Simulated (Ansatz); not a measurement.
# Ga: response to strain

Aim: deform Ga (equal xx and yy strain of -3 %) and compute stress, forces and field gradients with LAPW, PAW and all-electron datasets made for the crystal.

Computed with Ansatz 0.2.0 (DFT PBE, scalar-relativistic, unless a step's input says otherwise).

## 1. The system as given

Symmetry: Cmce, No. 64, orthorhombic system. The conventional cell has a = 4.511 Å, b = 7.645 Å, c = 4.517 Å, α = 90.00°, β = 90.00°, γ = 90.00°. Around Ga (site symmetry m) lie 7 Ga at 2.44 to 2.79 Å.

Structure file:

```
Ga
1.0
     2.25535   -3.82240    0.00000
     2.25535    3.82240    0.00000
     0.00000    0.00000    4.51670
Ga
4
Cartesian
  2.2553 2.6566 0.3546
  2.2553 -1.1658 1.9038
  2.2553 -2.6566 4.1621
  2.2553 1.1658 2.6129
```

Atoms are numbered in the order of the input: Ga1, Ga2, Ga3, Ga4.

## 2. After the deformation

Space group Cmce before, Cmce after.

## 3. LAPW, all electrons

input.yaml

```yaml
crystal:
  lattice:
    - [2.1876895, -3.707728, 0.0]
    - [2.1876895, 3.707728, 0.0]
    - [0.0, 0.0, 4.5167]
  atoms:
    - { symbol: Ga, position: [0.1525, 0.8475, 0.0785] }
    - { symbol: Ga, position: [0.6525, 0.3475, 0.4215] }
    - { symbol: Ga, position: [0.8475, 0.1525, 0.9215] }
    - { symbol: Ga, position: [0.3475, 0.6525, 0.5785] }
kpoints:
  mp_grid: { grid: [9, 9, 8] }
  band_path:
    path:
      - [0.0, 0.0, 0.0]
      - [-0.5, 0.5, 0.0]
      - [-0.337035342, 0.662964658, 0.0]
      - [0.337035342, 0.337035342, 0.0]
      - [0.0, 0.0, 0.0]
      - [0.0, 0.0, 0.5]
      - [0.337035342, 0.337035342, 0.5]
      - [-0.337035342, 0.662964658, 0.5]
      - [-0.5, 0.5, 0.5]
    npoints: 5
scf:
  occupations: { method: fermi_dirac, width: 0.05 }
hamiltonian:
  xc: pbe
  pseudopotentials: { kind: all_electron, lapw: { basis_error: 0.001 } }
output:
  forces: true
  stress: true
  eigenvalues: true
```

The run is started by

```sh
$ ansatz run input.yaml --threads 1 --pin off --max-ram 6144MiB --backend cpu --events-out ev --progress --plain --runs-dir out
```

The program printed, shortened:

```text
LAPW: plane waves up to 9.563 Å⁻¹, error target 1.0e-3 eV per atom; small_component_spin mean_spin; Ga in spheres of 1.185 Å, 21 of its electrons in bands, Dirac shells []
[...]
Pseudopotentials: kind: all_electron
Pseudopotential: Ga, LAPW, valence charge 21, Koelling and Harmon's equation, gaussian nucleus
Functional definition: PBE
[...]
Crystal: 4 atoms, lattice volume = 73.273 Å³
Basis set: ecut = 348.45176289051085 eV, 1105 PW (Γ), exchange–correlation at level 2
Bands: 51, of which v1, the nominal top of the filled ones, is band 42 counted from 1 (41 counted from 0)
Symmetry: 8 space group operations
Space group: Cmce (ITA 64), of the structure as read, at distance tolerance 4.2e-5 Å
k-points: 125 of 648
[...]
SCF iter   1: F=—  HF=-211599.343770 eV  |F-HF|=—  |Δ(HF+E_count)|=         —  Δρ=2.21e-2  dr2=2.56e-1  ethr=3.04e-4  ⟨swp⟩=2.9  Hψ=39703  notcnv=0
[...]
the basis was enlarged: its passes take 117.4 KiB over the memory plan, 1 of 1 planned eigensolver slots
[...]
SCF iter   7: F=-211599.185980 eV  HF=-211599.185980 eV  |F-HF|=3.45e-8  |Δ(HF+E_count)|=   9.74e-7  Δρ=8.03e-6  dr2=3.09e-8  ethr=9.73e-10  ⟨swp⟩=3.0  Hψ=18392  notcnv=0
[...]
NSCF: frozen V_eff on 41 k-points
SCF converged after 7 iterations
Free energy (F): -211599.185980 eV
[...]
E sigma→0 (E₀):  -211599.182508 eV
Entropy (-TS):   -0.006944 eV (-1.736 meV/atom)
Fermi energy:    12.087191 eV
[...]
--- Forces (eV/Å), atoms counted from 1 ---
  atom   1  Ga    -0.00000000    -0.59254780     0.18549719
  atom   2  Ga     0.00000000    -0.59254780    -0.18549719
  atom   3  Ga     0.00000000     0.59254780    -0.18549719
  atom   4  Ga     0.00000000     0.59254780     0.18549719
[...]
--- Stress (GPa, compression-positive) ---
        5.268431       0.000000       0.000000
        0.000000      11.019985       0.000000
        0.000000       0.000000       4.170524
  P = ⅓ Tr σ = 6.8196 GPa (68.196 kbar)
--- Band table (eV; the first three rows and the last of 125) ---
[...]
```

Wall time 3 min (1 thread of Arm Neoverse V1, shared host); peak memory 0.99 GiB.

In short: pressure 6.82 GPa; no gap; largest force 0.621 eV/Å.

## 4. PAW on the default files

input.yaml

```yaml
crystal:
  lattice:
    - [2.1876895, -3.707728, 0.0]
    - [2.1876895, 3.707728, 0.0]
    - [0.0, 0.0, 4.5167]
  atoms:
    - { symbol: Ga, position: [0.1525, 0.8475, 0.0785] }
    - { symbol: Ga, position: [0.6525, 0.3475, 0.4215] }
    - { symbol: Ga, position: [0.8475, 0.1525, 0.9215] }
    - { symbol: Ga, position: [0.3475, 0.6525, 0.5785] }
kpoints:
  mp_grid: { grid: [9, 9, 8] }
scf:
  occupations: { method: fermi_dirac, width: 0.05 }
hamiltonian:
  xc: pbe
  pseudopotentials: { kind: paw }
output:
  forces: true
  stress: true
  eigenvalues: true
  efg: { contact_densities: true }
```

The run is started by

```sh
$ ansatz run input.yaml --threads 1 --pin off --max-ram 6144MiB --backend cpu --events-out ev --progress --plain --runs-dir out
```

The program printed, shortened:

```text
[...]
Pseudopotentials: kind: paw
Pseudopotential: Ga, paw, valence charge 13, recommended cutoff 420 eV (normal)
[... 1 set-up line as earlier in the session ...]
[...]
Crystal: 4 atoms, lattice volume = 73.273 Å³
Basis set: ecut = 420 eV, 1461 PW (Γ), exchange–correlation on 60×60×64 points (8 copies of the dense FFT grid, shifted against one another)
Bands: 32, of which v1, the nominal top of the filled ones, is band 26 counted from 1 (25 counted from 0)
[... 2 set-up lines as earlier in the session ...]
k-points: 125 of 648
[...]
SCF iter   1: F=—  HF=-15131.881791 eV  |F-HF|=—  |Δ(HF+E_count)|=         —  Δρ=1.42e-3  dr2=2.04e-3  ethr=1.77e-3  ⟨swp⟩=6.1  Hψ=15539  notcnv=0  defer=3
[...]
--- Stress (GPa, compression-positive) ---
        5.237428       0.000000       0.000000
        0.000000      11.010779       0.000000
        0.000000       0.000000       4.137044
  P = ⅓ Tr σ = 6.7951 GPa (67.951 kbar)
--- PAW observables at the nuclei: V_zz in 10²¹ V/m², potentials from the cell's mean, atoms counted from 1 ---
  atom   1  Ga V_zz =    -5.858197   η = 0.0365   by run symmetry: allowed
            electrostatic potential = -4133.276012 V   contact ρ = 187430.364970 e/Å³
  atom   2  Ga V_zz =    -5.858197   η = 0.0365   by run symmetry: allowed
            electrostatic potential = -4133.276012 V   contact ρ = 187430.364970 e/Å³
  atom   3  Ga V_zz =    -5.858197   η = 0.0365   by run symmetry: allowed
            electrostatic potential = -4133.276012 V   contact ρ = 187430.364970 e/Å³
  atom   4  Ga V_zz =    -5.858197   η = 0.0365   by run symmetry: allowed
            electrostatic potential = -4133.276012 V   contact ρ = 187430.364970 e/Å³
--- Band table (eV; the first three rows and the last of 125) ---
[...]
```

Wall time 19 s (1 thread of Arm Neoverse V1, shared host); peak memory 0.49 GiB.

In short: pressure 6.80 GPa; no gap; largest force 0.623 eV/Å; Vzz Ga1 -5.86 (η = 0.04) (10²¹ V/m²).

## 5. All-electron PAW on datasets made for the crystal

input.yaml, as its differences from that of step 4:

```diff
@@ -16,3 +16,3 @@
   xc: pbe
-  pseudopotentials: { kind: paw }
+  pseudopotentials: { kind: all_electron, datasets: crystal }
 output:
```

The run is started by

```sh
$ ansatz run input.yaml --threads 1 --pin off --max-ram 6144MiB --backend cpu --events-out ev --progress --plain --runs-dir out
```

The program printed, shortened:

```text
[...]
[... 1 set-up line as earlier in the session ...]
Pseudopotential: Ga, paw, valence charge 13, recommended cutoff 340 eV (normal), Koelling and Harmon's equation, gaussian nucleus
[... 1 set-up line as earlier in the session ...]
[...]
Crystal: 4 atoms, lattice volume = 73.273 Å³
Basis set: ecut = 340 eV, 1065 PW (Γ), exchange–correlation on 54×54×60 points (8 copies of the dense FFT grid, shifted against one another)
Bands: 32, of which v1, the nominal top of the filled ones, is band 26 counted from 1 (25 counted from 0)
[... 2 set-up lines as earlier in the session ...]
k-points: 125 of 648
[...]
SCF iter   1: F=—  HF=-211599.281752 eV  |F-HF|=—  |Δ(HF+E_count)|=         —  Δρ=3.01e-2  dr2=5.53e-1  ethr=1.13e-3  ⟨swp⟩=3.3  Hψ=19989  notcnv=0
[...]
--- Stress (GPa, compression-positive) ---
        5.265029       0.000000       0.000000
        0.000000      11.020458       0.000000
        0.000000       0.000000       4.167746
  P = ⅓ Tr σ = 6.8177 GPa (68.177 kbar)
--- PAW observables at the nuclei: V_zz in 10²¹ V/m², potentials from the cell's mean, atoms counted from 1 ---
  atom   1  Ga V_zz =    -5.876650   η = 0.0396   by run symmetry: allowed
            electrostatic potential = -4133.264826 V   contact ρ = 187500.067647 e/Å³
  atom   2  Ga V_zz =    -5.876650   η = 0.0396   by run symmetry: allowed
            electrostatic potential = -4133.264826 V   contact ρ = 187500.067647 e/Å³
  atom   3  Ga V_zz =    -5.876650   η = 0.0396   by run symmetry: allowed
            electrostatic potential = -4133.264826 V   contact ρ = 187500.067647 e/Å³
  atom   4  Ga V_zz =    -5.876650   η = 0.0396   by run symmetry: allowed
            electrostatic potential = -4133.264826 V   contact ρ = 187500.067647 e/Å³
--- Band table (eV; the first three rows and the last of 125) ---
[...]
```

Wall time 52 s (1 thread of Arm Neoverse V1, shared host); peak memory 0.92 GiB.

Result: pressure 6.82 GPa; no gap; largest force 0.621 eV/Å; Vzz Ga1 -5.88 (η = 0.04) (10²¹ V/m²).

## 6. Side by side

Stress (GPa, compression positive):

```
          method    xx     yy    zz    yz    xz    xy
            LAPW  5.27  11.02  4.17  0.00  0.00  0.00
             PAW  5.24  11.01  4.14  0.00  0.00  0.00
crystal datasets  5.27  11.02  4.17  0.00  0.00  0.00
```

Forces (eV/Å):

| atom | LAPW x | LAPW y | LAPW z | PAW x | PAW y | PAW z | crystal datasets x | crystal datasets y | crystal datasets z |
| --- | --- | --- | --- | --- | --- | --- | --- | --- | --- |
| Ga1 | 0.000 | -0.593 | 0.185 | 0.000 | -0.595 | 0.186 | 0.000 | -0.593 | 0.186 |
| Ga2 | 0.000 | -0.593 | -0.185 | 0.000 | -0.595 | -0.186 | 0.000 | -0.593 | -0.186 |
| Ga3 | 0.000 | 0.593 | -0.185 | 0.000 | 0.595 | -0.186 | 0.000 | 0.593 | -0.186 |
| Ga4 | 0.000 | 0.593 | 0.185 | 0.000 | 0.595 | 0.186 | 0.000 | 0.593 | 0.186 |

| method | pressure (GPa) | largest force (eV/Å) | Vzz Ga1 (10²¹ V/m²) | SCF cycles, all passes |
| --- | --- | --- | --- | --- |
| LAPW | 6.82 | 0.621 | – | 7 |
| PAW | 6.80 | 0.623 | -5.86 | 7 |
| crystal datasets | 6.82 | 0.621 | -5.88 | 9 |

## 7. Results

| quantity | value |
| --- | --- |
| pressure | LAPW 6.82, PAW 6.80, crystal datasets 6.82 GPa |
| largest shear or deviatoric stress (LAPW) | 4.20 GPa |

What this shows: The largest part of the stress beyond the pressure is 4.20 GPa in size, in the yy component; the atoms are carried along and not relaxed. No run of the undeformed cell stands beside it, so the pressure holds what the given cell had before the change. PAW: stress within 0.03 GPa of LAPW, forces within 2 meV/Å. Crystal datasets: stress within 0.01 GPa of LAPW, forces within 1 meV/Å.
